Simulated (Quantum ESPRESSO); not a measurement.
TeH2, 3 atoms in the cell. The cell holds a molecule in a box, 3 atoms: a = 11.000 Å, b = 11.000 Å, c = 10.000 Å, α = 90.00°, β = 90.00°, γ = 90.00°. 

- Program: Quantum ESPRESSO 7.5
- Task: real-space fields
- Functional: BLYP
- Dispersion: D3(BJ)
- Potentials or basis: JTH 2.0 PBE
- Cutoff: 544 eV
- Density cutoff: 3265 eV
- k mesh: 1 × 1 × 1
- Occupations: fixed
- Spin: no spin polarisation
- Boundary across the vacuum: mt
- Mixing beta: 0.5
- Most SCF iterations: 120
- SCF threshold: 6e-10 Ry
- Assume isolated: mt

Potentials or basis: JTH 2.0 PBE.

Run with:

```console
$ OMP_NUM_THREADS=1 pw.x -in pw.in > pw.out
$ OMP_NUM_THREADS=1 pp.x -in pp_density.in > pp_density.out
$ OMP_NUM_THREADS=1 pp.x -in pp_potential.in > pp_potential.out
$ OMP_NUM_THREADS=1 pp.x -in pp_potential_ks.in > pp_potential_ks.out
```

Hardware: 1 thread of Arm Neoverse V1, on a shared host.

**Question.** How long does it take, and how much memory?

**Answer.** It took 23 s on 1 thread of Arm Neoverse V1, with other jobs on the host, peak memory 0.36 GiB. Counts: scf iterations 9, k pools 1, bands 9, k points 1, g dense 256389.
